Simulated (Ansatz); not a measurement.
Base system: RuO2 in the rutile structure (space group P4_2/mnm, No. 136).

```
CELL_PARAMETERS angstrom
      4.47993     0.00000     0.00000
      0.00000     4.47993     0.00000
      0.00000     0.00000     3.10691
ATOMIC_POSITIONS crystal
  Ru 0.50000 0.50000 0.50000
  Ru 0.00000 0.00000 0.00000
  O  0.80532 0.80532 0.50000
  O  0.30532 0.69468 0.00000
  O  0.69468 0.30532 0.00000
  O  0.19468 0.19468 0.50000
```

Calculations: DFT with r2SCAN, PAW potentials and a 500 eV plane-wave cutoff in Ansatz (a first-principles code), no SOC.

Before the change:

* **Pressure**: 0.0 GPa

One thing is altered: the cell is scaled by 1.0091 in all directions, atoms relaxed at fixed cell.

Problem. Estimate the effect on the pressure.

Solution. The pressure (mean of the normal stresses, compression positive) goes from zero to -7.4 GPa.

Problem. What does the calculation give for the energy relative to the base after the change?

Solution. The energy rises by 6.8 meV/atom.

The cells carry an imposed strain or load. Whether these cells are dynamically stable was not tested. Seeded moments were not kept for the base. No Hubbard U is applied, and correlation can decide whether such a compound is a metal. The final runs are not spin-polarised.
